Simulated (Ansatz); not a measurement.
**Relaxing GaN**

These are results of Ansatz, DFT r2SCAN, scalar-relativistic, plane waves, PAW, not measurements. Run with 500 eV cutoff, 12×12×6 k-mesh, Gaussian smearing of 0.02 eV, no spin polarisation.

What was changed: relaxed at 3 GPa.

Command:

```bash
ansatz run input.yaml --threads 1 --pin off --max-ram 2560MiB --backend cpu --events-out ev --progress --plain --runs-dir out
```

Input:

```yaml
crystal:
  lattice:
    - [3.153244612, 0.0, 0.0]
    - [-1.576622306, 2.7307899383, 0.0]
    - [0.0, 0.0, 5.1349693147]
  atoms:
    - { symbol: Ga, position: [0.6666666667, 0.3333333333, 0.4991072756] }
    - { symbol: Ga, position: [0.3333333333, 0.6666666667, 0.9991072756] }
    - { symbol: "N", position: [0.6666666667, 0.3333333333, 0.8758927244] }
    - { symbol: "N", position: [0.3333333333, 0.6666666667, 0.3758927244] }
basis:
  ecutwfc: 500
kpoints:
  mp_grid: { grid: [12, 12, 6] }
hamiltonian:
  xc: r2scan
scf:
  occupations: { method: gaussian, width: 0.02 }
output:
  forces: true
  stress: true
  eigenvalues: true
relax:
  adjacent_minimum: "off"
  f_tol: 0.008
  max_steps: 50
  cell: { stress_tol: 0.08, p_target: 3.0 }
```

F is the free energy. Steps run on the plane waves of an earlier cell, but the last one, and at times one on the way, on a freshly chosen basis, so a repeated geometry can differ a little in energy. The relaxation lowers the enthalpy F + PV at the target pressure, so F itself can rise.

Steps:

```tsv
step	F − F(1) (eV)	largest force component (eV/Å)	V (Å³/atom)	P (GPa)
1	0.0000	0.006	11.054	5.92
2	-0.0114	0.003	11.148	4.08
3	-0.0162	0.000	11.203	3.02
4	-0.0166	0.000	11.203	3.03
```

Relaxed structure:

```
CELL_PARAMETERS angstrom
3.16739 0.00000 0.00000
-1.58370 2.74304 0.00000
0.00000 0.00000 5.15786
ATOMIC_POSITIONS crystal
Ga 0.66667 0.33333 0.49913
Ga 0.33333 0.66667 0.99913
N 0.66667 0.33333 0.87587
N 0.33333 0.66667 0.37587
```

It takes space group P6_3mc (No. 186, hexagonal). Conventional cell: a = 3.167 Å, b = 3.167 Å, c = 5.158 Å, α = 90.00°, β = 90.00°, γ = 120.00°. Ga (site symmetry 3m) is surrounded by 4 N at 1.94 Å. N (site symmetry 3m) has 4 Ga at 1.94 Å as nearest neighbours.

The run converged. Time: 80 s on 1 thread of Intel(R) Xeon(R) Platinum 8259CL CPU @ 2.50GHz (Skylake/Cascade Lake), with other jobs on the host, peak memory 0.56 GiB.